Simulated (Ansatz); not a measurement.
## Stress against strain in GaAs

```
CELL_PARAMETERS angstrom
0.00000 2.82685 2.82685
2.82685 0.00000 2.82685
2.82685 2.82685 0.00000
ATOMIC_POSITIONS crystal
Ga 0.00000 0.00000 0.00000
As 0.75000 0.75000 0.75000
```

Atom numbers follow the list: Ga1, As2.

The cell is COD entry 9008845, as deposited and not checked against the literature; nothing was relaxed.

Computed with Ansatz 0.2.0, DFT, LDA, all-electron LAPW, scalar-relativistic.

Numerical set-up: a Γ-centred 11×11×11 k mesh, Fermi–Dirac smearing of 0.05 eV, basis error target 0.5 meV/atom, no spin polarisation.

The strain is applied along the Cartesian axes of the cell as listed (the other components stay zero). Fractional coordinates are held (clamped ions).

σ is the change of stress from the unstrained cell, which is at -1.85 GPa; tension is positive, so slopes are stress–strain coefficients at that pressure.

Only quantities that a quadratic follows smoothly over the whole series are listed; rougher ones are left out.

```tsv
εxx = εyy	σzz (GPa)	σxx (GPa)
-0.0300	-3.21	-5.28
-0.0200	-2.01	-3.35
0.0000	0.00	0.00
0.0100	0.82	1.43
0.0200	1.55	2.72
0.0300	2.19	3.89
```

Fit the series and read off the stiffness at zero strain.

Least-squares fits y = p0 + p1 x + p2 x² to the rows give σzz (GPa): p1 = 89.6, p2 = -560; σxx (GPa): p1 = 152, p2 = -760. So 2 C12 = 90 GPa and C11 + C12 = 152 GPa.

One run, at εxx = εyy = -0.0100, is withheld. Predict its row.

The fits give -0.96, -1.61; the run gave -0.94, -1.59.
